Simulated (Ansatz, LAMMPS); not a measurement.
# Amorphous TiO2 at 3.19 g/cm^3 (84 atoms), relaxed: mesh and functional compared

Which bonds does the relaxation leave, and how do the Kohn-Sham gap, forces and pressure change with k-mesh and functional?

Calculated with Ansatz 0.2.0: Kohn-Sham DFT, PBE, PAW (set soft_2), plane waves; cutoff 420 eV, Γ point, fermi-dirac smearing of 0.025 eV.

**The cell**

Density at the start: 3.20 g/cm³. The cell holds 84 atoms: 28 Ti and 56 O. Cell: a = 10.514 Å, b = 10.514 Å, c = 10.514 Å, α = 90.0°, β = 90.0°, γ = 90.0°. 84 atoms (28 Ti, 56 O) placed at random at 3.19 g/cm³, melted at 5000 K for 10 ps at fixed volume with the Morse and Coulomb pair potential with partial charges (Pedone, Malavasi, Menziani, Cormack and Segre, J. Phys. Chem. B 110, 11780 (2006)). Quenched from 5000 K to 300 K at 50 K/ps and fixed volume, held 5 ps, then minimised at fixed cell.

The atoms were relaxed with PBE. The walk converged after 12 steps, with a largest force component of 0.0394 eV/Å; it began at an r.m.s. force component of 0.58 eV/Å. The energy fell by 43.2 meV an atom.

The input of the reference single point:

```yaml
crystal:
  lattice:
    - [10.5139, 0.0, 0.0]
    - [0.0, 10.5139, 0.0]
    - [0.0, 0.0, 10.5139]
  atoms:
    - { symbol: Ti, position: [0.11708, 0.0823, 0.9041] }
    - { symbol: Ti, position: [0.90132, 0.76601, 0.10903] }
    - { symbol: Ti, position: [0.91269, 0.5835, 0.35184] }
    - { symbol: Ti, position: [0.05688, 0.43874, 0.76646] }
    [... 78 atom lines left out ...]
    - { symbol: O, position: [0.23298, 0.66048, 0.94925] }
    - { symbol: O, position: [0.42523, 0.16269, 0.0667] }
kpoints:
  mp_grid: { grid: [1, 1, 1] }
hamiltonian:
  xc: pbe
scf:
  occupations: { method: fermi_dirac, width: 0.025 }
output:
  forces: true
  stress: true
  populations: true
  dos:
    method: { smearing: { sigma: 0.08 } }
    de: 0.05
    projected: { site_lists: { O: [O], Ti: [Ti] } }
  eigenvalues: true
  write_density: true
  write_potential: true
  volumetric_format: npy
```

**Bonds after relaxation**

Bonds by pair of elements; cutoffs follow the first minimum of g(r), held within bounds set by covalent radii, and pairs that aren't listed don't count as bonded:

| pair A-B | cutoff (Å) | bonds | mean length (Å) | spread (Å) | shortest (Å) | B about A | A about B |
| --- | --- | --- | --- | --- | --- | --- | --- |
| O-Ti | 2.64 | 129 | 1.89 | 0.122 | 1.72 | 2.30 | 4.61 |

How many atoms have how many bonded neighbours:

| element | mean | 2 | 3 | 4 | 5 | 6 |
| --- | --- | --- | --- | --- | --- | --- |
| O | 2.30 | 40 | 15 | 1 | 0 | 0 |
| Ti | 4.61 | 0 | 0 | 14 | 11 | 3 |

**Levels of theory**

Single points at the relaxed geometry:

| functional | k-mesh | Kohn-Sham gap (eV) | pressure (GPa) | r.m.s. force component (eV/Å) | SCF cycles | time |
| --- | --- | --- | --- | --- | --- | --- |
| PBE | 1×1×1 | 2.792 | 1.49 | 0.010 | 12 | 27 s |
| PBE | 2×2×2 | 2.691 | 1.47 | 0.014 | 12 | 4.2 min |
| HSE06 | 1×1×1 | 4.350 | -3.99 | 0.184 | 29 | 8.8 min |
| r2SCAN | 1×1×1 | 3.160 | -2.16 | 0.061 | 12 | 58 s |
| PBEsol | 1×1×1 | 2.767 | -2.96 | 0.073 | 13 | 26 s |

The gap is that between the highest filled and lowest empty Kohn-Sham level on the run's k-points. Cutoffs: 420 eV for PBE, HSE06 and PBEsol; 500 eV for r2SCAN. Times come from shared hosts and are rough.

**Findings**

By these cutoffs 71 % of O atoms have 2 and 50 % of Ti atoms have 4 neighbours. The Kohn-Sham gap is 2.79 eV with PBE on the 1×1×1 mesh and 2.69 eV on 2×2×2. On the 1×1×1 mesh HSE06 changes the gap by +1.56 eV against PBE. Carrying that shift over to the 2×2×2 mesh gives 2.69 + 1.56 = 4.25 eV, an estimate that takes the shift to be alike at all k-points. On the reference's mesh the gap changes with r2SCAN by +0.37 eV and PBEsol by -0.03 eV. Against the reference the pressure changes with HSE06 by -5.5 GPa, r2SCAN by -3.6 GPa and PBEsol by -4.4 GPa; a negative change means a smaller volume than PBE would take. The denser mesh moves the energy by -0.3 meV/atom and the pressure by -0.01 GPa.

Limits: All single points share the geometry relaxed with PBE. The density was set when the cell was made, as one point of a scan, and needn't be that of the real material. One sample; tail or defect levels can set the gap of a disordered cell. The quench rate of 50 K/ps is many orders above laboratory rates, so the cell is likely richer in defects and strain than a real sample. The network of bonds at the start is that of the classical potential that made the cell, and needn't be the one that DFT or experiment would give. In some runs the program notes that it cut back its work space to fit the memory limit, the exchange threshold is loose for the stress and the SCF threshold is loose for the stress.

[Logs are printed without paths, hosts, clocks, repeated set-up lines and the standing remarks that a program may print on its own settings, such as how far it seeks lower states.]

[Hosts, paths, dates, database ids (printed as entryN), source tags and the programs' standing remarks are cut or masked in the printed files.]
